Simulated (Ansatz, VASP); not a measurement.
**Ga36HN36 (start site: H_i (antibonding, by N)) in two plane-wave programs**

One calculation is typed for both programs; each brings its own data sets. How far apart do they land? Of the first pair: The structure shown is the start of the Ansatz relaxation below; VASP solves that cell, so the two are compared at the walk's first step.

Calculated with Ansatz 0.2.0; plane waves, with VASP 6.6.1 beside it; r2SCAN.

### 1. Starting point

The cell holds 73 atoms: 36 Ga, 36 N and 1 H. Its edges and angles: a = 9.263 Å, b = 9.263 Å, c = 10.057 Å, α = 90.0°, β = 90.0°, γ = 120.0°. It derives from GaN (GaN (P6_3mc)). Nearest the centre at fractional (0.614, 0.562, 0.405): H73 at 0.05 Å, N53 at 1.00 Å, Ga30 at 1.78 Å, Ga18 at 1.81 Å, Ga17 at 1.85 Å, N57 at 2.33 Å, N69 at 2.37 Å, N66 at 2.63 Å. The cell carries charge −1.

Structure file:

```
Ga N H
1.0
     9.26332    0.00000    0.00000
    -4.63166    8.02227    0.00000
     0.00000    0.00000   10.05663
Ga N H
36 36 1
Direct
  0.21740 0.10559 0.24824
  0.10943 0.22480 0.50316
  0.22635 0.11095 0.75266
  0.10756 0.21601 0.99944
  0.21972 0.44731 0.25208
  0.10971 0.55868 0.50288
  0.22607 0.45029 0.75106
  0.11495 0.55659 0.00338
  0.22355 0.77403 0.24689
  0.10974 0.88545 0.49542
  0.22082 0.77228 0.74756
  0.10586 0.88392 0.00113
  0.55502 0.11190 0.24470
  0.43967 0.21890 0.49647
  0.55054 0.10963 0.75235
  0.44397 0.22531 0.00345
  0.55412 0.44682 0.24564
  0.44274 0.55785 0.49575
  0.55206 0.43856 0.75112
  0.43859 0.55128 0.00072
  0.55725 0.78368 0.24846
  0.44325 0.88363 0.49723
  0.55615 0.78027 0.74503
  0.44261 0.88340 0.00176
  0.88348 0.10631 0.25109
  0.77481 0.22466 0.50201
  0.88924 0.11624 0.74760
  0.77188 0.22072 0.99867
  0.89396 0.44763 0.25238
  0.77774 0.56011 0.49691
  0.89146 0.45005 0.74739
  0.78212 0.55983 0.99656
  0.88314 0.77597 0.25119
  0.77768 0.89057 0.50426
  0.89190 0.77505 0.74761
  0.77698 0.89323 0.00185
  0.22796 0.11273 0.43950
  0.10878 0.21697 0.18528
  0.21619 0.10681 0.93839
  0.11583 0.22524 0.68476
  0.21607 0.44066 0.43843
  0.10589 0.55039 0.18659
  0.21632 0.43978 0.93776
  0.11658 0.56065 0.68698
  0.22671 0.77744 0.43545
  0.11294 0.89009 0.19269
  0.22637 0.78221 0.94096
  0.11698 0.89097 0.68646
  0.55387 0.10924 0.43325
  0.43878 0.22160 0.18828
  0.54977 0.11010 0.93733
  0.43830 0.21879 0.68719
  0.56000 0.44638 0.44142
  0.44713 0.56151 0.18649
  0.55068 0.44336 0.94079
  0.44065 0.55564 0.68445
  0.55076 0.77246 0.43965
  0.43917 0.88358 0.18893
  0.55234 0.77731 0.93382
  0.44910 0.89421 0.68977
  0.88772 0.11402 0.44161
  0.78066 0.22132 0.18410
  0.88459 0.10630 0.94058
  0.77668 0.22430 0.68369
  0.88874 0.43928 0.43960
  0.77298 0.55526 0.19046
  0.89411 0.44671 0.94064
  0.77754 0.56008 0.68542
  0.89096 0.78292 0.43518
  0.78058 0.89173 0.18371
  0.88955 0.77929 0.94277
  0.78083 0.89511 0.68762
  0.61411 0.56693 0.40387
```

### 2. Ansatz: relaxation, r2SCAN

Ansatz runs on its PAW soft_1 files.

The two programs are compared at the cell with which this relaxation starts, whose forces are those of its first step.

The input, input.yaml:

```yaml
crystal:
  lattice:
    - [3.08777437, 0.0, 0.0]
    - [-1.54388718, 2.67409104, 0.0]
    - [0.0, 0.0, 5.02831667]
  atoms:
    - { symbol: Ga, position: [0.66666667, 0.33333333, 0.49910624] }
    - { symbol: Ga, position: [0.33333333, 0.66666667, 0.99910624] }
    - { symbol: "N", position: [0.66666667, 0.33333333, 0.87589376] }
    - { symbol: "N", position: [0.33333333, 0.66666667, 0.37589376] }
  supercell: [3, 3, 2]
  defects:
    - { interstitial: { symbol: H, position: [0.614274, 0.561881, 0.405413] } }
total_charge: -1
basis:
  ecutwfc: 500
  xc_grid: 2
hamiltonian:
  xc: r2scan
  pseudopotentials: { kind: paw, azcp: { folder: soft_1 } }
kpoints:
  mp_grid: { grid: [1, 1, 1], shift: [0.25, 0.25, 0.25] }
scf:
  occupations: { method: fixed }
  max_iter: 100
output:
  forces: true
  charged_corrections: { epsilon: [5.83, 5.83, 6.02], static_epsilon: [10.1, 10.1, 11.19] }
relax:
  f_tol: 0.02
  max_steps: 80
  random_displacement: { amplitude: 0.05, seed: 9253 }
checkpoint:
  write: "../qm1.relax.run"
  compress: false
  write_wavefunctions: true
  write_every: 100000
```

Launch:

```bash
> ansatz run input.yaml --threads 8 --pin off --max-ram 15073MiB --backend cpu --events-out ev --progress --plain --runs-dir out
```

Numbers of over 12 decimals in the logs are rounded to 6 here.

The log of the run:

```text
Engine: ansatz 0.2.0, aarch64-unknown-linux-gnu
Pseudopotentials: kind: paw
Pseudopotential: Ga, paw, valence charge 13, recommended cutoff 500 eV (meta_gga), soft_1/Ga.paw.azcp
Pseudopotential: N, paw, valence charge 5, recommended cutoff 500 eV (meta_gga), soft_1/N.paw.azcp
Pseudopotential: H, paw, valence charge 1, recommended cutoff 500 eV (meta_gga), soft_1/H.paw.azcp
Functional definition: r2SCAN
  parameter k0 = 0.174
  parameter k1 = 0.065
  parameter a1 = 4.9479
  exchange = r2scan_x(k0 = k0, k1 = k1, a1 = a1)
  correlation = r2scan_c
Crystal: 73 atoms, lattice volume = 747.338 Å³
Basis set: ecut = 500 eV, 18937 PW (Γ), exchange–correlation on 144×144×150 points (8 copies of the dense FFT grid, shifted against one another)
Bands: 398, of which v1, the nominal top of the filled ones, is band 325 counted from 1 (324 counted from 0)
Symmetry: 1 space group operations
k-points: 1
Non-local potential: Ga, projectors of the file, l = 0: 2, l = 1: 2, l = 2: 3, l = 3: 1
Non-local potential: N, projectors of the file, l = 0: 2, l = 1: 2, l = 2: 1
Non-local potential: H, projectors of the file, l = 0: 2, l = 1: 1
PAW form: soft (Blöchl's): semilocal exchange-correlation on the pseudo side does not see the compensation charge
PAW frozen core: Ga, regenerated for the run's functional (the file was generated under x = pbe(κ = 0.804, μ = 0.219515), c = pbe(β = 0.066725))
PAW frozen core: N, regenerated for the run's functional (the file was generated under x = pbe(κ = 0.804, μ = 0.219515), c = pbe(β = 0.066725))
PAW one-centre angular grid: Ga, 590 points (default); XC on 160 Gauss nodes
PAW one-centre angular grid: N, 302 points (default); XC on 160 Gauss nodes
PAW one-centre angular grid: H, 302 points (default); XC on 160 Gauss nodes
Initial density: superposition of atomic densities (chi_scale 0.1, normalization cell, long waves kept (reshape's long-wave potential 0.05 eV rms))
Initial wavefunctions: pseudopotential atomic-orbital guess
Functional: x = r2scan, c = r2scan; τ floored in thin density (d = 2e-4 eV/Å³)
SCF iter   1: F=—  HF=-150359.251637 eV  |F-HF|=—  |Δ(HF+E_count)|=         —  Δρ=1.24e-1  dr2=9.87e1  dr2_τ=1.34e1  ethr=3.10e-3  ⟨swp⟩=5.0  Hψ=1087  notcnv=0  defer=71
preconditioner: auto → Resta (q_TF=auto, 2.666 Å⁻¹)  ε∞=4.5  [insulator: Δε(μ)=0.745 eV  Ē_g=18.466 eV  n_scr=236 (ndim 8)  ℏωp=34.6 eV  f_vac=0.000  ε∞_Penn≈4.5]
SCF iter   2: F=—  HF=-150338.889667 eV  |F-HF|=—  |Δ(HF+E_count)|=    2.04e1  Δρ=5.32e-2  dr2=1.28e1  dr2_τ=1.46e0  ethr=3.10e-3  ⟨swp⟩=3.0  Hψ=767  notcnv=0  defer=70
SCF iter   3: F=—  HF=-150340.756493 eV  |F-HF|=—  |Δ(HF+E_count)|=    1.87e0  Δρ=1.93e-2  dr2=2.02e0  dr2_τ=1.21e-1  ethr=1.98e-3  ⟨swp⟩=2.0  Hψ=660  notcnv=0  defer=68
SCF iter   4: F=—  HF=-150340.811041 eV  |F-HF|=—  |Δ(HF+E_count)|=   5.45e-2  Δρ=6.58e-3  dr2=6.65e-1  dr2_τ=3.79e-2  ethr=3.10e-4  ⟨swp⟩=3.0  Hψ=660  notcnv=0  defer=71
SCF iter   5: F=—  HF=-150340.749128 eV  |F-HF|=—  |Δ(HF+E_count)|=   6.19e-2  Δρ=2.63e-3  dr2=3.74e-2  dr2_τ=1.88e-3  ethr=1.02e-4  ⟨swp⟩=3.0  Hψ=763  notcnv=0  defer=71
SCF iter   6: F=—  HF=-150340.766862 eV  |F-HF|=—  |Δ(HF+E_count)|=   1.77e-2  Δρ=6.93e-4  dr2=3.63e-3  dr2_τ=2.04e-4  ethr=5.75e-6  ⟨swp⟩=3.0  Hψ=659  notcnv=0  defer=71
SCF iter   7: F=—  HF=-150340.765985 eV  |F-HF|=—  |Δ(HF+E_count)|=   8.77e-4  Δρ=1.96e-4  dr2=2.55e-4  dr2_τ=1.26e-5  ethr=5.58e-7  ⟨swp⟩=2.0  Hψ=725  notcnv=0  defer=71
SCF iter   8: F=—  HF=-150340.765928 eV  |F-HF|=—  |Δ(HF+E_count)|=   5.70e-5  Δρ=6.16e-5  dr2=1.71e-5  dr2_τ=1.16e-6  ethr=3.92e-8  ⟨swp⟩=2.0  Hψ=655  notcnv=0  defer=71
SCF iter   9: F=-150340.765954 eV  HF=-150340.765957 eV  |F-HF|=3.35e-6  |Δ(HF+E_count)|=   2.92e-5  Δρ=3.54e-5  dr2=8.03e-6  dr2_τ=1.10e-6  ethr=1.54e-9  ⟨swp⟩=4.0  Hψ=1377  notcnv=0
SCF 1 converged in 9 iterations: F = -150340.765954 eV  dr2 = 8.03e-6
  greatest PAW one-centre occupation: 0.995 electrons in one spin orbital (limit 2), on the Ga atom at site 33 (counted from 0), in its partial waves of l = 2
relax step   1: F+E_penalty+E_count = -150340.76595355 eV  Δ(F+E_penalty+E_count) = +0.000e0 eV  max|allowed force component| = 3.261e0 eV/Å  Δτ_max = 0.0000 Å  (9 SCF iters, dr2 threshold 1.00e-5 eV, accepted)
Initial density: handed on by an earlier stage of this run
Initial wavefunctions: those handed on with the density
iter 1 solved again at ethr=6.00e-5 eV; its pass at ethr=3.10e-3 eV (dr2=3.90e-1 eV) is discarded
SCF iter   1: F=—  HF=-150342.384496 eV  |F-HF|=—  |Δ(HF+E_count)|=         —  Δρ=1.05e-2  dr2=3.95e-1  dr2_τ=8.38e-1  ethr=6.00e-5  ⟨swp⟩=1.0  Hψ=1408  notcnv=0  defer=69
preconditioner: auto → Resta (q_TF=auto, 2.666 Å⁻¹)  ε∞=4.6  [insulator: Δε(μ)=0.465 eV  Ē_g=18.268 eV  n_scr=236 (ndim 8)  ℏωp=34.6 eV  f_vac=0.002  ε∞_Penn≈4.6]
[...]
--- Relaxed structure (10 steps of the walk, 10 accepted, 0 SCFs on fresh bases) ---
  F+E_penalty+E_count = -150347.49841512 eV   max|allowed force component| = 7.284e-3 eV/Å
  atoms:
    - { symbol: Ga, position: [0.221575, 0.109120, 0.250589] }
    - { symbol: Ga, position: [0.109773, 0.220718, 0.499500] }
    - { symbol: N, position: [0.220730, 0.109818, 0.439245] }
    - { symbol: N, position: [0.109966, 0.220478, 0.189255] }
    - { symbol: Ga, position: [0.220954, 0.109685, 0.753642] }
    - { symbol: Ga, position: [0.109034, 0.221286, 1.001235] }
    - { symbol: N, position: [0.220618, 0.109706, 0.941602] }
    - { symbol: N, position: [0.110514, 0.220225, 0.687899] }
    - { symbol: Ga, position: [0.219710, 0.442269, 0.249923] }
    - { symbol: Ga, position: [0.109833, 0.555132, 0.499564] }
    - { symbol: N, position: [0.220868, 0.443471, 0.438722] }
    - { symbol: N, position: [0.109928, 0.554138, 0.189173] }
    - { symbol: Ga, position: [0.220399, 0.442642, 0.748804] }
    - { symbol: Ga, position: [0.109037, 0.553780, 1.001208] }
    - { symbol: N, position: [0.218287, 0.442160, 0.936111] }
    - { symbol: N, position: [0.110557, 0.555194, 0.687938] }
    - { symbol: Ga, position: [0.221253, 0.777120, 0.250595] }
    - { symbol: Ga, position: [0.112705, 0.889368, 0.502803] }
    - { symbol: N, position: [0.220676, 0.776962, 0.439225] }
    - { symbol: N, position: [0.105067, 0.884906, 0.192038] }
    - { symbol: Ga, position: [0.221025, 0.776254, 0.753496] }
    - { symbol: Ga, position: [0.107381, 0.886695, 1.004278] }
    - { symbol: N, position: [0.220522, 0.776921, 0.941476] }
    - { symbol: N, position: [0.111944, 0.888441, 0.691256] }
    - { symbol: Ga, position: [0.553412, 0.109255, 0.250608] }
    - { symbol: Ga, position: [0.441162, 0.217677, 0.502922] }
    - { symbol: N, position: [0.553574, 0.109726, 0.439277] }
    - { symbol: N, position: [0.445743, 0.225590, 0.192004] }
    - { symbol: Ga, position: [0.554458, 0.109676, 0.753567] }
    - { symbol: Ga, position: [0.443643, 0.222924, 1.004264] }
    - { symbol: N, position: [0.553396, 0.109729, 0.941552] }
    - { symbol: N, position: [0.442204, 0.218731, 0.691351] }
    - { symbol: Ga, position: [0.561083, 0.456890, 0.253673] }
    - { symbol: Ga, position: [0.444572, 0.555158, 0.499578] }
    - { symbol: N, position: [0.550552, 0.436396, 0.444602] }
    - { symbol: N, position: [0.433838, 0.549514, 0.181322] }
    - { symbol: Ga, position: [0.554142, 0.442337, 0.749009] }
    - { symbol: Ga, position: [0.441182, 0.553665, 0.996718] }
    - { symbol: N, position: [0.553517, 0.442755, 0.936790] }
    - { symbol: N, position: [0.442952, 0.553913, 0.688566] }
    - { symbol: Ga, position: [0.560978, 0.769448, 0.253193] }
    - { symbol: Ga, position: [0.441166, 0.889189, 0.502615] }
    - { symbol: N, position: [0.550485, 0.779681, 0.443982] }
    - { symbol: N, position: [0.445194, 0.885233, 0.192010] }
    - { symbol: Ga, position: [0.554012, 0.776697, 0.748924] }
    - { symbol: Ga, position: [0.443446, 0.886817, 1.004259] }
    - { symbol: N, position: [0.553325, 0.776880, 0.936653] }
    - { symbol: N, position: [0.442289, 0.888461, 0.691069] }
[...]
- { symbol: Ga, position: [0.888215, 0.442293, 0.249875] }
    - { symbol: Ga, position: [0.775312, 0.555209, 0.499704] }
    - { symbol: N, position: [0.887146, 0.443439, 0.438665] }
    - { symbol: N, position: [0.781077, 0.549622, 0.181775] }
    - { symbol: Ga, position: [0.888150, 0.442570, 0.748945] }
    - { symbol: Ga, position: [0.776704, 0.553690, 0.997014] }
    - { symbol: N, position: [0.888099, 0.442189, 0.936273] }
    - { symbol: N, position: [0.776918, 0.553816, 0.688691] }
    - { symbol: Ga, position: [0.873701, 0.769548, 0.253660] }
    - { symbol: Ga, position: [0.775112, 0.885832, 0.499530] }
    - { symbol: N, position: [0.893998, 0.779967, 0.444628] }
    - { symbol: N, position: [0.780855, 0.896661, 0.181275] }
    - { symbol: Ga, position: [0.888369, 0.776632, 0.748963] }
    - { symbol: Ga, position: [0.776583, 0.889135, 0.996667] }
    - { symbol: N, position: [0.887539, 0.776822, 0.936761] }
    - { symbol: N, position: [0.776769, 0.887816, 0.688504] }
    - { symbol: H, position: [0.665202, 0.665259, 0.317724] }
```

The column dr2 measures how far the density is from self-consistency, as an energy; F and HF (Harris–Foulkes) agree once it is small.

### 3. VASP: single point, r2SCAN, start cell, pair 1

The same cell, functional and mesh now go to VASP, with its own data sets.

Lines of VASP's logs that name or quote its potential files are left out, and so is its time.

The input, INCAR:

```
SYSTEM = Ga36HN36
PREC = Accurate
ENCUT = 580
EDIFF = 1E-06
NELM = 120
ISMEAR = 0
SIGMA = 0.01
LREAL = Auto
ALGO = Normal
METAGGA = R2SCAN
LASPH = .TRUE.
NELECT = 650
NBANDS = 384
LORBIT = 11
LWAVE = .FALSE.
LCHARG = .FALSE.
ISIF = 2
ISYM = 0
GGA_COMPAT = .FALSE.
EFERMI = MIDGAP
LMIXTAU = .TRUE.
NCORE = 2
```

The input, POSCAR:

```
Ga36HN36
1.0
    9.2633231052      0.0000000000      0.0000000000
   -4.6316615526      8.0222731326      0.0000000000
    0.0000000000      0.0000000000     10.0566333324
Ga N H
36 36 1
Direct
    0.2173984431      0.1055912690      0.2482428182
    0.1094300499      0.2248022437      0.5031578494
    0.2263530593      0.1109456117      0.7526576489
    0.1075601726      0.2160124657      0.9994408335
    0.2197214105      0.4473106239      0.2520753135
    0.1097119180      0.5586832966      0.5028764431
    0.2260708565      0.4502870870      0.7510587043
    0.1149496189      0.5565891271      0.0033842009
    0.2235483426      0.7740301156      0.2468897809
    0.1097427186      0.8854522755      0.4954178834
    0.2208234117      0.7722817333      0.7475647915
    0.1058559183      0.8839161772      0.0011275809
    0.5550193751      0.1119016998      0.2446966016
    0.4396746332      0.2189020457      0.4964710192
    0.5505421411      0.1096269082      0.7523527755
    0.4439709328      0.2253135701      0.0034491332
    0.5541219585      0.4468212364      0.2456426439
    0.4427439515      0.5578482465      0.4957454284
    0.5520565810      0.4385641005      0.7511184658
    0.4385903399      0.5512784129      0.0007214808
    0.5572484340      0.7836812455      0.2484589939
    0.4432516795      0.8836324671      0.4972317111
    0.5561488147      0.7802653807      0.7450340240
    0.4426083748      0.8834009866      0.0017565190
    0.8834815086      0.1063086467      0.2510945678
    0.7748050835      0.2246562751      0.5020139278
    0.8892435100      0.1162442346      0.7476034724
    0.7718769745      0.2207224774      0.9986717889
    0.8939624983      0.4476273670      0.2523788942
    0.7777408061      0.5601118194      0.4969145076
    0.8914587775      0.4500498724      0.7473900809
    0.7821187659      0.5598297298      0.9965576619
    0.8831353227      0.7759733304      0.2511896294
    0.7776822898      0.8905657888      0.5042636867
    0.8918969021      0.7750512725      0.7476098364
    0.7769793653      0.8932273785      0.0018484981
    0.2279618144      0.1127286475      0.4395045393
    0.1087776778      0.2169747865      0.1852774123
    0.2161942306      0.1068119953      0.9383894876
    0.1158304166      0.2252432659      0.6847569930
    0.2160746131      0.4406550290      0.4384319140
    0.1058938697      0.5503873936      0.1865906748
    0.2163164682      0.4397789681      0.9377560749
    0.1165830834      0.5606523146      0.6869790089
    0.2267120059      0.7774409942      0.4354496038
    0.1129368627      0.8900884926      0.1926933136
    0.2263697002      0.7822097174      0.9409560523
    0.1169758344      0.8909729053      0.6864561700
    0.5538736044      0.1092448469      0.4332535408
    0.4387756767      0.2216016546      0.1882821952
    0.5497656504      0.1100984703      0.9373293913
    0.4382987885      0.2187869910      0.6871891190
    0.5599998613      0.4463803389      0.4414225768
    0.4471306221      0.5615050654      0.1864894481
    0.5506828111      0.4433613692      0.9407852198
    0.4406515094      0.5556356567      0.6844468494
    0.5507637348      0.7724643499      0.4396455408
    0.4391729888      0.8835764979      0.1889255516
    0.5523433730      0.7773145961      0.9338182759
    0.4490988326      0.8942131340      0.6897669201
    0.8877155163      0.1140246642      0.4416139928
    0.7806550675      0.2213184431      0.1841003782
    0.8845856489      0.1062997963      0.9405800816
    0.7766820073      0.2243010142      0.6836923225
    0.8887378249      0.4392798577      0.4395995015
    0.7729829849      0.5552623211      0.1904634421
    0.8941085037      0.4467055585      0.9406449144
    0.7775422704      0.5600826506      0.6854212312
    0.8909559880      0.7829212364      0.4351776440
    0.7805805915      0.8917275542      0.1837080004
    0.8895470073      0.7792858578      0.9427701783
    0.7808291448      0.8951076436      0.6876196806
    0.6141135962      0.5669290892      0.4038671657
```

The input, KPOINTS:

```
Points of the shifted mesh
1
Reciprocal
 0.2500000000  0.2500000000  0.2500000000 1
```

PAW data sets: Ga_d, N and H (PBE family, release 64).

Launch:

```bash
> mpirun -np 8 vasp_std
```

The log of the run:

```text
[banner, memory and clock lines left out]
running    8 mpi-ranks, on    1 nodes
[...]
|                                                                             |
|               ----> ADVICE to this user running VASP <----                  |
|                                                                             |
|     You enforced a specific xc type in the INCAR file but a different       |
|     [... a line on the potential file left out ...]
|     I HOPE YOU KNOW WHAT YOU ARE DOING!                                     |
|                                                                             |

 LDA part: xc-table for (None), standard interpolation
 POSCAR, INCAR and KPOINTS ok, starting setup
[...]
entering main loop
       N       E                     dE             d eps       ncg     rms          rms(c)
DAV:   1     0.136085851396E+05    0.13609E+05   -0.23794E+05   768   0.358E+03
DAV:   2     0.271124502689E+04   -0.10897E+05   -0.10366E+05   768   0.102E+03
DAV:   3    -0.422098141369E+03   -0.31333E+04   -0.29412E+04   904   0.360E+02
DAV:   4    -0.891453770497E+03   -0.46936E+03   -0.45641E+03   800   0.139E+02
DAV:   5    -0.954362196216E+03   -0.62908E+02   -0.62016E+02  1296   0.491E+01BRMIX: very serious problems
 the old and the new charge density differ
 old charge density:   649.00000 new  650.00000
    0.461E+01
DAV:   6    -0.823903937332E+03    0.13046E+03   -0.22930E+02  1280   0.631E+01    0.148E+01
DAV:   7    -0.771776897709E+03    0.52127E+02   -0.63107E+01   896   0.200E+01    0.102E+01
DAV:   8    -0.810331542200E+03   -0.38555E+02   -0.26253E+01   880   0.433E+01    0.529E+00
DAV:   9    -0.768050908474E+03    0.42281E+02   -0.87157E+00   840   0.148E+01    0.379E+00
[...]
DAV:  24    -0.771162451038E+03   -0.40164E-05   -0.10705E-05   856   0.148E-02    0.171E-03
DAV:  25    -0.771162448916E+03    0.21220E-05   -0.83613E-06   712   0.105E-02    0.238E-03
DAV:  26    -0.771162449229E+03   -0.31272E-06   -0.15626E-06   456   0.619E-03
   1 F= -.77116245E+03 E0= -.77116245E+03  d E =0.000000E+00
```

Parts of OUTCAR (step 3):

```text
  FREE ENERGIE OF THE ION-ELECTRON SYSTEM (eV)
  ---------------------------------------------------
  free  energy   TOTEN  =      -771.1624492292 eV

  energy  without entropy=     -771.1624492292  energy(sigma->0) =     -771.16244923

[... 1 further part left out ...]
```

The cell is charged against a uniform background. The PAW data sets were made with PBE, which is usual practice but a small mismatch for other functionals.

### 4. Side by side

Known differences besides the potentials themselves: VASP keeps PBE cores, Ansatz makes them for the functional; fixed occupations in Ansatz, narrow Gaussian smearing in VASP; the cutoff is 500 eV in Ansatz and 580 eV in VASP (PREC = Accurate, projectors in real space). Total energies have different zeros and are not compared.

Forces on 7 of the 73 atoms, those with the largest forces and the largest differences (eV/Å; atoms numbered as in POSCAR):

```csv
atom,"Ansatz x, y, z","VASP x, y, z"
Ga11,"0.346, 2.052, 1.083","0.355, 2.081, 1.123"
Ga14,"1.448, -0.736, 1.133","1.481, -0.721, 1.151"
Ga18,"-2.253, -1.028, 1.761","-2.289, -1.044, 1.770"
Ga30,"3.261, 0.198, 1.339","3.322, 0.212, 1.366"
N37,"-2.096, -0.567, -0.794","-2.132, -0.567, -0.801"
N53,"-0.604, -2.106, 0.059","-0.620, -2.195, 0.064"
H73,"-0.299, 2.403, -1.707","-0.302, 2.457, -1.721"
```

The forces differ by 18 meV/Å r.m.s., which is 2.0 % of the r.m.s. force of 0.863 eV/Å (both taken over all components). The cell carries a charge of -1 e against a uniform background, so its pressure also hangs on how the neutralising background is counted, and in a defect's cell a gap may be the spacing between its levels.

### 5. Ansatz: relaxation, r2SCAN

This run makes the geometry at which the two programs are then compared.

The structure compared here is the end of the Ansatz relaxation.

This is the run of step 2 again, met here at its other cell.

(Part 1 of 2 ends here.)

[Lines on the potential files, build, host, timing and source positions are cut from VASP's logs without a mark.]

[Logs are printed without paths, hosts, clocks, repeated set-up lines and the standing remarks that a program may print on its own settings, such as how far it seeks lower states.]

[Hosts, paths, dates, database ids (printed as entryN), source tags and the programs' standing remarks are cut or masked in the printed files.]
